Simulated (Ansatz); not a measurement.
# GaN: relativity, spin-orbit coupling and the nucleus

Aim: hold the cell of GaN and change the physics step by step: no relativity; spin-orbit coupling on.

Method: DFT, at the level named in each step, in Ansatz 0.2.0.

1 further run of the same task is left out (it didn't finish). Runs told in other sessions of the task aren't counted.

## 1. The system as given

It takes space group Fm-3m (No. 225, cubic). The conventional cell has a = 3.985 Å, b = 3.985 Å, c = 3.985 Å, α = 90.00°, β = 90.00°, γ = 90.00°. Ga (site symmetry m-3m) has 6 N at 1.99 Å in its first shell of neighbours. Around N (site symmetry m-3m) lie 6 Ga at 1.99 Å.

Coordinates:

```xyz
2
Lattice="0.0000 1.9925 1.9925 1.9925 0.0000 1.9925 1.9925 1.9925 0.0000" Properties=species:S:1:pos:R:3 pbc="T T T"
Ga    1.9925    1.9925    1.9925
N     0.0000    0.0000    0.0000
```

The cell comes from a crystallographic database entry that wasn't checked; take it as a given geometry, which may be far from equilibrium.

Atoms are numbered in the order of the input: Ga1, N2.

## 2. No relativity, LAPW

Input file input.yaml:

```yaml
crystal:
  lattice:
    - [0.0, 1.9925, 1.9925]
    - [1.9925, 0.0, 1.9925]
    - [1.9925, 1.9925, 0.0]
  atoms:
    - { symbol: Ga, position: [0.5, 0.5, 0.5] }
    - { symbol: "N", position: [0.0, 0.0, 0.0] }
kpoints:
  mp_grid: { grid: [13, 13, 13] }
  band_path:
    path:
      - [0.0, 0.0, 0.0]
      - [0.5, 0.0, 0.5]
      - [0.625, 0.25, 0.625]
      - [0.375, 0.375, 0.75]
      - [0.0, 0.0, 0.0]
      - [0.5, 0.5, 0.5]
      - [0.5, 0.25, 0.75]
      - [0.5, 0.0, 0.5]
    npoints: 5
scf:
  occupations: { method: fermi_dirac, width: 0.02 }
hamiltonian:
  xc: pbe
  pseudopotentials:
    kind: all_electron
    lapw: { basis_error: 0.001 }
    relativity: none
output:
  forces: true
  stress: true
  eigenvalues: true
```

Launch:

```sh
$ ansatz run input.yaml --threads 1 --pin off --max-ram 2048MiB --backend cpu --events-out ev --progress --plain --runs-dir out
```

What it wrote, shortened:

```text
LAPW: plane waves up to 10.288 Å⁻¹, error target 1.0e-3 eV per atom; N in spheres of 0.877 Å, 7 of its electrons in bands, Dirac shells []; Ga in spheres of 1.115 Å, 21 of its electrons in bands, Dirac shells []
[...]
Pseudopotentials: kind: all_electron
Pseudopotential: Ga, LAPW, valence charge 21, Schrödinger's equation, point nucleus
Pseudopotential: N, LAPW, valence charge 7, Schrödinger's equation, point nucleus
Functional definition: PBE
[...]
Crystal: 2 atoms, lattice volume = 15.821 Å³
Basis set: ecut = 403.22236953803997 eV, 283 PW (Γ), exchange–correlation at level 2
Bands: 18, of which v1, the nominal top of the filled ones, is band 14 counted from 1 (13 counted from 0)
Symmetry: 48 space group operations
Space group: Fm-3m (ITA 225), of the structure as read, at distance tolerance 2.5e-5 Å
k-points: 84 of 2197
[...]
SCF iter   1: F=—  HF=-53863.885227 eV  |F-HF|=—  |Δ(HF+E_count)|=         —  Δρ=1.63e-1  dr2=4.31e0  ethr=1.54e-2  ⟨swp⟩=2.0  Hψ=9767  notcnv=0
[...]
the basis was enlarged: its passes take 138.8 KiB over the memory plan, 1 of 1 planned eigensolver slots
[...]
SCF iter   7: F=-53861.795284 eV  HF=-53861.795284 eV  |F-HF|=5.24e-10  |Δ(HF+E_count)|=   7.60e-7  Δρ=1.13e-5  dr2=9.07e-9  ethr=3.41e-9  ⟨swp⟩=3.0  Hψ=4468  notcnv=0
[...]
NSCF: frozen V_eff on 36 k-points
SCF converged after 7 iterations
Free energy (F): -53861.795284 eV
[...]
E sigma→0 (E₀):  -53861.795284 eV
Fermi energy:    20.450149 eV
[...]
--- Forces (eV/Å), atoms counted from 1 ---
  atom   1  Ga     0.00000000     0.00000000     0.00000000
  atom   2  N     -0.00000000    -0.00000000    -0.00000000
[...]
--- Stress (GPa, compression-positive) ---
       71.119922      -0.000000       0.000000
       -0.000000      71.119922       0.000000
        0.000000       0.000000      71.119922
  P = ⅓ Tr σ = 71.1199 GPa (711.199 kbar)
--- Band table (eV; the first three rows and the last of 84) ---
  k-point 0: bands = ["-355.3146", "-118.6164", "-73.0600", "-73.0600", "-73.0600", "0.1043", "4.5945", "4.5945", "4.5945", "4.7381", "4.7381", "18.4990", "18.4990", "18.4990", "23.9929", "34.7318", "34.7318", "34.7318"]
[...]
```

It took 4.3 s on 1 thread of AMD EPYC 9R45 (Zen 5), shared host; peak memory 0.4 GiB.

This run gives: pressure 71.12 GPa; gap 2.40 eV.

## 3. Spin-orbit coupling on, LAPW

Changes to input.yaml since step 2:

```diff
@@ -25,6 +25,3 @@
   xc: pbe
-  pseudopotentials:
-    kind: all_electron
-    lapw: { basis_error: 0.001 }
-    relativity: none
+  pseudopotentials: { kind: all_electron, lapw: { basis_error: 0.001 } }
 output:
@@ -33 +30,4 @@
   eigenvalues: true
+magnetization:
+  noncollinear: true
+  spin_orbit: true
```

Launch:

```sh
$ ansatz run input.yaml --threads 1 --pin off --max-ram 2048MiB --backend cpu --events-out ev --progress --plain --runs-dir out
```

What it wrote, shortened:

```text
LAPW: plane waves up to 10.288 Å⁻¹, error target 1.0e-3 eV per atom; Dirac's equation on spinors; N in spheres of 0.877 Å, 7 of its electrons in bands; Ga in spheres of 1.115 Å, 21 of its electrons in bands
[...]
[... 1 set-up line as earlier in the session ...]
Pseudopotential: Ga, LAPW, valence charge 21, Dirac's equation, gaussian nucleus
Pseudopotential: N, LAPW, valence charge 7, Dirac's equation, gaussian nucleus
[... 1 set-up line as earlier in the session ...]
[...]
non-collinear run that drives no moment, with spin-orbit: no starting moment large enough to seed its density (crystal.atoms[].spin), no starting occupations that ask for one, no magnetisation constraint and no magnetic field, so the semilocal B_xc is pinned to zero
Crystal: 2 atoms, lattice volume = 15.821 Å³
Basis set: ecut = 403.23940554654064 eV, 283 PW (Γ), exchange–correlation at level 2
[...]
NSCF: frozen V_eff on 36 k-points
SCF converged after 7 iterations
Magnetization: |M| = 0.0000 μB,  M = (+0.0000, +0.0000, +0.0000) μB
Absolute magnetization: 0.0000 μB (∫|m|)
  site 0: m = (+0.0000, +0.0000, +0.0000) μB, |m| = 0.0000 μB  (R = 1.12 Å)
  site 1: m = (+0.0000, +0.0000, +0.0000) μB, |m| = 0.0000 μB  (R = 0.88 Å)
Free energy (F): -54391.485079 eV
[...]
E sigma→0 (E₀):  -54391.485079 eV
Fermi energy:    20.111741 eV
[...]
--- Forces (eV/Å), atoms counted from 1 ---
  atom   1  Ga     0.00000000     0.00000000    -0.00000000
  atom   2  N     -0.00000000     0.00000000     0.00000000
[...]
--- Stress (GPa, compression-positive) ---
       69.057130      -0.000000       0.000000
       -0.000000      69.057130      -0.000000
        0.000000      -0.000000      69.057130
  P = ⅓ Tr σ = 69.0571 GPa (690.571 kbar)
--- Band table (eV; the first three rows and the last of 84) ---
[...]
```

Run time: 31 s. Hardware: 1 thread of AMD EPYC 9R45 (Zen 5), shared host; peak memory 0.57 GiB.

This run gives: pressure 69.06 GPa; gap 1.83 eV.

Levels at the path's labelled points, in eV from the valence-band top:

| point | band 25 | band 26 | band 27 | band 28 | band 29 | band 30 | band 31 |
| --- | --- | --- | --- | --- | --- | --- | --- |
| Γ | -0.72 | -0.72 | -0.72 | -0.72 | 4.47 | 4.47 | 15.63 |
| X | -3.79 | -3.79 | -3.73 | -3.73 | 1.83 | 1.83 | 8.00 |
| U | -6.48 | -6.48 | -2.58 | -2.58 | 4.37 | 4.37 | 9.91 |
| K | -6.48 | -6.48 | -2.58 | -2.58 | 4.37 | 4.37 | 9.91 |
| Γ | -0.72 | -0.72 | -0.72 | -0.72 | 4.47 | 4.47 | 15.63 |
| L | -0.15 | -0.15 | -0.14 | -0.14 | 5.48 | 5.48 | 10.05 |
| W | -6.39 | -6.39 | -5.07 | -5.07 | 6.66 | 6.66 | 11.40 |
| X | -3.79 | -3.79 | -3.73 | -3.73 | 1.83 | 1.83 | 8.00 |

## 4. Spin-orbit coupling on, PAW

Changes to input.yaml since step 3:

```diff
@@ -25,3 +25,3 @@
   xc: pbe
-  pseudopotentials: { kind: all_electron, lapw: { basis_error: 0.001 } }
+  pseudopotentials: { kind: paw_fr }
 output:
@@ -30,2 +30,3 @@
   eigenvalues: true
+  efg: { contact_densities: true }
 magnetization:
```

Launch:

```sh
$ ansatz run input.yaml --threads 1 --pin off --max-ram 2048MiB --backend cpu --events-out ev --progress --plain --runs-dir out
```

What it wrote, shortened:

```text
[...]
Pseudopotentials: kind: paw_fr
Pseudopotential: Ga, paw_fr, valence charge 13, recommended cutoff 420 eV (normal)#standard-fr
Pseudopotential: N, paw_fr, valence charge 5, recommended cutoff 420 eV (normal)#standard-fr
[... 1 set-up line as earlier in the session ...]
[...]
non-collinear run that drives no moment, with spin-orbit: no starting moment large enough to seed its density (crystal.atoms[].spin), no starting occupations that ask for one, no magnetisation constraint and no magnetic field, so the semilocal B_xc is pinned to zero
Crystal: 2 atoms, lattice volume = 15.821 Å³
Basis set: ecut = 420 eV, 331 PW (Γ), exchange–correlation on 40×40×40 points (8 copies of the dense FFT grid, shifted against one another)
Bands: 26, of which v1, the nominal top of the filled ones, is band 18 counted from 1 (17 counted from 0)
Symmetry: 48 space group operations + 48 with time reversal
[...]
Free energy (F): -4166.397706 eV
[...]
E sigma→0 (E₀):  -4166.397706 eV
Fermi energy:    17.568984 eV
[...]
--- Forces (eV/Å), atoms counted from 1 ---
  atom   1  Ga     0.00000000     0.00000000    -0.00000000
  atom   2  N     -0.00000000    -0.00000000    -0.00000000
[...]
--- Stress (GPa, compression-positive) ---
       69.084606      -0.000000       0.000000
       -0.000000      69.084606       0.000000
       -0.000000       0.000000      69.084606
  P = ⅓ Tr σ = 69.0846 GPa (690.846 kbar)
--- PAW observables at the nuclei: V_zz in 10²¹ V/m², potentials from the cell's mean, atoms counted from 1 ---
  atom   1  Ga V_zz =    +0.000000   η = 0.0000   by run symmetry: forbidden
            electrostatic potential = -4142.284619 V   contact ρ = 187517.014996 e/Å³
  atom   2  N  V_zz =    -0.000000   η = 0.0000   by run symmetry: forbidden
            electrostatic potential = -526.085520 V   contact ρ = 1413.816923 e/Å³
--- Band table (eV; the first three rows and the last of 84) ---
[... band rows left out ...]
[...]
```

Run time: 4.2 s. Hardware: 1 thread of AMD EPYC 9R45 (Zen 5), shared host; peak memory 0.54 GiB.

Read from it: pressure 69.08 GPa; gap 1.82 eV.

## 5. Side by side

```
                         run  pressure (GPa)  gap (eV)  SCF cycles, by the record's count   time
         no relativity, LAPW           71.12      2.40                                  7  4.3 s
spin-orbit coupling on, LAPW           69.06      1.83                                  7   31 s
 spin-orbit coupling on, PAW           69.08      1.82                                  7  4.2 s
```

Highest filled and lowest empty level at the labelled points (eV from each run's valence-band top):

| point | no relativity top | no relativity bottom | spin-orbit coupling on top | spin-orbit coupling on bottom |
| --- | --- | --- | --- | --- |
| Γ | -0.68 | 4.81 | -0.72 | 4.47 |
| X | -3.70 | 2.40 | -3.73 | 1.83 |
| U | -2.55 | 4.76 | -2.58 | 4.37 |
| K | -2.55 | 4.76 | -2.58 | 4.37 |
| Γ | -0.68 | 4.81 | -0.72 | 4.47 |
| L | -0.16 | 5.54 | -0.14 | 5.48 |
| W | -4.85 | 7.06 | -5.07 | 6.66 |
| X | -3.70 | 2.40 | -3.73 | 1.83 |

## 6. Summary of results

| quantity | value |
| --- | --- |
| pressure, no relativity, LAPW | 71.12 GPa |
| pressure, spin-orbit coupling on, LAPW | 69.06 GPa |

What this shows: Going from no relativity to the run with spin-orbit coupling (scalar and spin-orbit effects together) moves the pressure by -2.06 GPa and the gap from 2.40 to 1.83 eV; the heaviest element has Z = 31. With spin-orbit coupling: in pressure, PAW differs from LAPW by +0.03 GPa and less than 0.01 eV in the gap.

These are semilocal Kohn-Sham gaps, which aren't the measured quantity. Such gaps usually fall short of the measured ones.
